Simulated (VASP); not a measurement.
# Li: convergence, relaxation of the cell

Li, Im-3m (no. 229), 1 atom in the cell. R2SCAN; PAW potentials Li_sv (PBE set). VASP 6.6.1. The cell is changed on purpose: volume scaled by 1.06.

Wanted: cell volume within 0.2 %; lattice lengths within 0.1 %; shortest distances from each atom, periodic images included within 0.005 Å.

What the run is for: cell; Accuracy asked: standard.

The series start from Plane-wave cutoff (eV): 750; Smearing width (eV): 0.1; k-point mesh: 12 × 12 × 12; Relaxation passes: 2; Ionic threshold (EDIFFG): -0.005; Electronic threshold (eV): 1e-6; Precision mode (PREC): Accurate; Relaxation algorithm: IBRION=2 POTIM=0.5. Each series keeps the choices made before it, and each single choice may use up half of a tolerance. Times cover all steps of a run.

## Plane-wave cutoff (eV)

| Plane-wave cutoff (eV) | Cell volume (Å³) | Lattice lengths, largest deviation against the largest value | Shortest distances from each atom, periodic images included, largest deviation (Å) | Time (s) |
|---|---|---|---|---|
| 500 | 20.43 | 0.092 % | 0.0027 | 80 |
| 580 | 20.82 | 0.73 % | 0.0216 | 93 |
| 650 | 20.2 | 0.29 % | 0.0085 | 93 |
| 750 | 20.84 | 0.75 % | 0.0224 | 216 |
| 880 | 20.91 | 0.87 % | 0.0260 | 126 |
| 1050 (reference) | 20.38 | 0 % | 0.0000 | 284 |

Chosen: 1050; the next looser run is off by more than half of the tolerance, so convergence isn't shown beyond this value.

## Smearing width (eV)

| Smearing width (eV) | Cell volume (Å³) | Lattice lengths, largest deviation against the largest value | Shortest distances from each atom, periodic images included, largest deviation (Å) | Time (s) |
|---|---|---|---|---|
| 0.4 | 20.37 | 0.019 % | 0.0006 | 196 |
| 0.3 | 20.37 | 0.0094 % | 0.0003 | 198 |
| 0.2 | 20.38 | 0.001 % | 0.0000 | 194 |
| 0.15 | 20.38 | 0.001 % | 0.0000 | 212 |
| 0.1 | 20.38 | 0.0023 % | 0.0001 | 284 |
| 0.05 (reference) | 20.38 | 0 % | 0.0000 | 221 |

Chosen: 0.4, the loosest value from which every tighter one stays within half of the tolerance.

## k-point mesh

| k-point mesh | Cell volume (Å³) | Lattice lengths, largest deviation against the largest value | Shortest distances from each atom, periodic images included, largest deviation (Å) | Time (s) |
|---|---|---|---|---|
| 5 × 5 × 5 | 20.36 | 0.029 % | 0.0009 | 116 |
| 6 × 6 × 6 | 20.54 | 0.33 % | 0.0099 | 140 |
| 8 × 8 × 8 | 20.37 | 0.054 % | 0.0016 | 126 |
| 9 × 9 × 9 | 20.35 | 0.024 % | 0.0007 | 162 |
| 12 × 12 × 12 | 20.37 | 0.043 % | 0.0013 | 196 |
| 14 × 14 × 14 (reference) | 20.34 | 0 % | 0.0000 | 246 |

Chosen: 14 × 14 × 14; the next looser run is off by more than half of the tolerance, so convergence isn't shown beyond this value.

## Relaxation passes

| Relaxation passes | Cell volume (Å³) | Lattice lengths, largest deviation against the largest value | Shortest distances from each atom, periodic images included, largest deviation (Å) | Time (s) |
|---|---|---|---|---|
| 1 | 20.32 | 0.064 % | 0.0019 | 190 |
| 2 | 20.34 | 0.025 % | 0.0008 | 246 |
| 3 (reference) | 20.36 | 0 % | 0.0000 | 267 |

Chosen: 2.

## Ionic threshold (EDIFFG)

| Ionic threshold (EDIFFG) | Cell volume (Å³) | Lattice lengths, largest deviation against the largest value | Shortest distances from each atom, periodic images included, largest deviation (Å) | Time (s) |
|---|---|---|---|---|
| -0.05 | 20.55 | 0.29 % | 0.0086 | 198 |
| -0.02 | 20.23 | 0.25 % | 0.0074 | 218 |
| -0.01 | 20.32 | 0.1 % | 0.0030 | 208 |
| -0.005 | 20.34 | 0.061 % | 0.0018 | 246 |
| -0.002 (reference) | 20.38 | 0 % | 0.0000 | 236 |

Chosen: -0.002; the next looser run is off by more than half of the tolerance, so convergence isn't shown beyond this value.

## Electronic threshold (eV)

| Electronic threshold (eV) | Cell volume (Å³) | Lattice lengths, largest deviation against the largest value | Shortest distances from each atom, periodic images included, largest deviation (Å) | Time (s) |
|---|---|---|---|---|
| 0.0001 | 20.37 | 0.019 % | 0.0006 | 194 |
| 1e-5 | 20.37 | 0.019 % | 0.0006 | 289 |
| 1e-6 | 20.38 | 0.012 % | 0.0004 | 236 |
| 1e-7 (reference) | 20.38 | 0 % | 0.0000 | 383 |

Chosen: 0.0001.

## Precision mode (PREC)

| Precision mode (PREC) | Cell volume (Å³) | Lattice lengths, largest deviation against the largest value | Shortest distances from each atom, periodic images included, largest deviation (Å) | Time (s) |
|---|---|---|---|---|
| Normal | 20.6 | 0.38 % | 0.0113 | 124 |
| Accurate (reference) | 20.37 | 0 % | 0.0000 | 194 |

Chosen: Accurate; the one before it in the list is off by more than half of the tolerance.

## Relaxation algorithm

| Relaxation algorithm | Cell volume (Å³) | Lattice lengths, largest deviation against the largest value | Shortest distances from each atom, periodic images included, largest deviation (Å) | Time (s) |
|---|---|---|---|---|
| IBRION=2 POTIM=0.5 | 20.37 | 0 % | 0.0000 | 194 |
| IBRION=2 POTIM=0.2 | 20.39 | 0.021 % | 0.0006 | 162 |
| IBRION=1 POTIM=0.5 | 20.37 | 0.00067 % | 0.0000 | 155 |
| IBRION=1 POTIM=0.2 | 20.38 | 0.0087 % | 0.0003 | 208 |

Chosen: IBRION=2 POTIM=0.5; no other choice that stays within half of the tolerance saves 30 % of the time.

## All choices together

| Input | Cell volume (Å³) | Lattice lengths, largest deviation against the largest value | Shortest distances from each atom, periodic images included, largest deviation (Å) | Time (s) |
|---|---|---|---|---|
| the program's defaults (naive) | 21.01 | 1 % | 0.0299 | 6.7 |
| chosen settings | 20.37 | 0.021 % | 0.0006 | 194 |
| reference settings throughout | 20.39 | 0 % | 0.0000 | 318 |

The chosen settings stay within the tolerance of the reference run, but the reference itself isn't shown to be converged in: Plane-wave cutoff (eV), k-point mesh, Ionic threshold (EDIFFG).

Values of the reference run: Lattice lengths: 2.981, 2.981, 2.981 Å; Shortest distances from each atom, periodic images included: 2.981, 2.981, 2.981, 2.981 Å.

## The input

INCAR.step1:
```
  ALGO = Normal
  EDIFF = 1E-4
  EDIFFG = -0.002
  ENCUT = 1050
  GGA_COMPAT = False
  IBRION = 2
  ISIF = 3
  ISMEAR = 1
  KPAR = 8
  LASPH = True
  LCHARG = False
  LMIXTAU = True
  LREAL = False
  LWAVE = False
  METAGGA = R2SCAN
  NELM = 120
  NELMIN = 4
  NSW = 80
  POTIM = 0.5
  PREC = Accurate
  SIGMA = 0.4
```

INCAR.step3, as INCAR.step1 but for:
```
- EDIFFG = -0.002
- IBRION = 2
- ISIF = 3
- NELMIN = 4
- NSW = 80
- POTIM = 0.5
+ ISIF = 2
```

KPOINTS:
```
Automatic mesh
0
Gamma
  14 14 14
  0 0 0
```

POSCAR.step1:
```
Li
1.0
   -1.7890636389      1.7890636389      1.7890636389
    1.7890636389     -1.7890636389      1.7890636389
    1.7890636389      1.7890636389     -1.7890636389
Li
1
Direct
    0.0000000000      0.0000000000      0.0000000000
```

Commands (each step's output is kept before the next begins):
```
cat potpaw_PBE.64/Li_sv/POTCAR > POTCAR
cp INCAR.step1 INCAR
cp POSCAR.step1 POSCAR
mpirun -np 8 vasp_std > vasp.out
cp CONTCAR POSCAR
mpirun -np 8 vasp_std > vasp.out
cp CONTCAR POSCAR
cp INCAR.step3 INCAR
mpirun -np 8 vasp_std > vasp.out
```

The chosen input took VASP 6.6.1 194 s on 8 cores (Intel Xeon Platinum 8259CL @ 2.50GHz (Skylake/Cascade Lake)), a shared host.

## An input that fails: cell relaxed at a low cutoff

It runs to its end, but against the unchanged starting input it is off by 25 % in the cell volume, 9 % in the lattice lengths, 0.2698 Å in the shortest distances from each atom, periodic images included.

Changes against the starting input:
```
(all steps)
- PREC = Accurate
- NELM = 120
- ENCUT = 750
+ PREC = Low
+ NELM = 54
+ ENCUT = 350
```
